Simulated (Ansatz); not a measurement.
# HfO2: the cost of one run

Computed with Ansatz 0.2.0 (DFT, PBE, plane-wave PAW, default files, scalar-relativistic, as far as a step names no other, unless a step's input says otherwise).

1 further run of the same task is left out (it didn't finish).

### Step 1. Starting point

Symmetry: Fm-3m, No. 225, cubic system. Conventional cell: a = 5.115 Å, b = 5.115 Å, c = 5.115 Å, α = 90.00°, β = 90.00°, γ = 90.00°. Around Hf (site symmetry m-3m) lie 8 O at 2.21 Å. Around O (site symmetry -43m) lie 4 Hf at 2.21 Å.

Structure file:

```cif
data_structure
_symmetry_space_group_name_H-M 'Fm-3m'
_symmetry_Int_Tables_number 225
_cell_length_a 5.1150
_cell_length_b 5.1150
_cell_length_c 5.1150
_cell_angle_alpha 90.000
_cell_angle_beta 90.000
_cell_angle_gamma 90.000
_cell_volume 133.82
loop_
_atom_site_label
_atom_site_type_symbol
_atom_site_symmetry_multiplicity
_atom_site_Wyckoff_symbol
_atom_site_fract_x
_atom_site_fract_y
_atom_site_fract_z
_atom_site_occupancy
Hf1 Hf 4 a 0.00000 0.00000 0.00000 1
O1 O 8 c 0.25000 0.75000 0.75000 1
```

The earlier run gave: gap on the mesh 3.72 eV, largest force 0.000 eV/Å, pressure -2.5 GPa.

Like atoms gathered into sites:

| site | atoms | first shell | V_zz (10²¹ V/m²) | η | C_Q (MHz) |
| --- | --- | --- | --- | --- | --- |
| Hf | 1 | 8 O at 2.21 Å | 0.00 | – | 0 (¹⁷⁷Hf) |
| O | 2, 3 | 4 Hf at 2.21 Å | 0.00 | – | 0 (¹⁷O) |

V_zz is the principal component of the electric field gradient with the largest magnitude, η = (V_xx − V_yy)/V_zz and C_Q = eQV_zz/h. Q values from Pyykkö, Mol. Phys. 116, 1328 (2018).

### Step 2. Z stretched by +3 %, ions relaxed

Input file input.yaml:

```yaml
crystal:
  lattice:
    - [0.0, 2.5575, 2.634225]
    - [2.5575, 0.0, 2.634225]
    - [2.5575, 2.5575, 0.0]
  atoms:
    - { symbol: Hf, position: [0.0, 0.0, 0.0] }
    - { symbol: O, position: [0.25, 0.25, 0.25] }
    - { symbol: O, position: [0.75, 0.75, 0.75] }
kpoints:
  mp_grid: { grid: [10, 10, 10] }
scf:
  occupations: { method: fermi_dirac, width: 0.02 }
hamiltonian:
  xc: pbe
  pseudopotentials: { kind: paw }
output:
  forces: true
  stress: true
  populations: true
  efg:
    quadrupole_moments_barn: { Hf: 3.365, O: -0.02558 }
    contact_densities: true
  write_density: true
  write_potential: true
  elf: true
  volumetric_format: npy
relax:
  f_tol: 0.02
  max_steps: 60
```

Started as:

```console
$ ansatz run input.yaml --threads 1 --pin off --max-ram 3072MiB --backend cpu --events-out ev --progress --plain --runs-dir out
```

**Question.** How long does this run take on 1 thread of Intel Xeon Platinum 8488C (Sapphire Rapids), shared host, and how much memory does it need?

About 6.5 s, with a peak of 0.5 GiB.
